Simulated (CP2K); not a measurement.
Runs of CP2K 2026.2 on Hf. Symmetry: Pm-3m, No. 221, cubic system. Conventional cell: a = 2.914 Å, b = 2.914 Å, c = 2.914 Å, α = 90.00°, β = 90.00°, γ = 90.00°. Hf (site symmetry m-3m) has 6 Hf at 2.91 Å as nearest neighbours. The cell was built by a generator and needn't be a form met in nature.

```csv
task,level,potentials or basis,smearing,EPS_DEFAULT,NGRIDS,basis sets,potentials,points a segment of the path (NPOINTS),gap on the mesh (eV),pressure (GPa)
band structure,LDA,GTH_POTENTIALS Hf GTH-PADE-q12; TZVP-MOLOPT-PBE-GTH basis,fermi-dirac 0.1 eV,1.0E-9,5,Hf TZVP-MOLOPT-PBE-GTH-q12,Hf GTH-PADE-q12 of GTH_POTENTIALS,8,none,-10.8
band structure,r2SCAN,POTENTIAL_UZH Hf GTH-SCAN-q12; TZVP-MOLOPT-SCAN-GTH basis,fermi-dirac 0.05 eV,1.0E-9,4,Hf TZVP-MOLOPT-SCAN-GTH-q12,Hf GTH-SCAN-q12 of POTENTIAL_UZH,8,none,(a)
band structure,PBEsol,POTENTIAL_UZH Hf GTH-PBE-q12; TZVP-MOLOPT-PBE-GTH basis,fermi-dirac 0.1 eV,1.0E-10,5,Hf TZVP-MOLOPT-PBE-GTH-q12,Hf GTH-PBE-q12 of POTENTIAL_UZH,10,none,-2.6
single point,PBE,POTENTIAL_UZH Hf GTH-PBE-q12; TZVP-MOLOPT-PBE-GTH basis,fermi-dirac 0.05 eV,1.0E-10,4,Hf TZVP-MOLOPT-PBE-GTH-q12,Hf GTH-PBE-q12 of POTENTIAL_UZH,-,none,0.4
```

Alike in all rows: no spin polarisation; cell as given; k mesh 9 × 9 × 9.

Task: Fill in the values left out.

Result: (a) -4.1.

Caveats: the basis of atomic orbitals isn't converged, which shifts pressures, moduli and gaps; the potentials were made for another functional, which shifts forces and pressure (some runs).

A k mesh can miss the band edges, and the runs leave out spin-orbit coupling on Hf.

A gap of «none» marks a metal or a gap under the smearing width.

Not every run made on this cell is shown here.
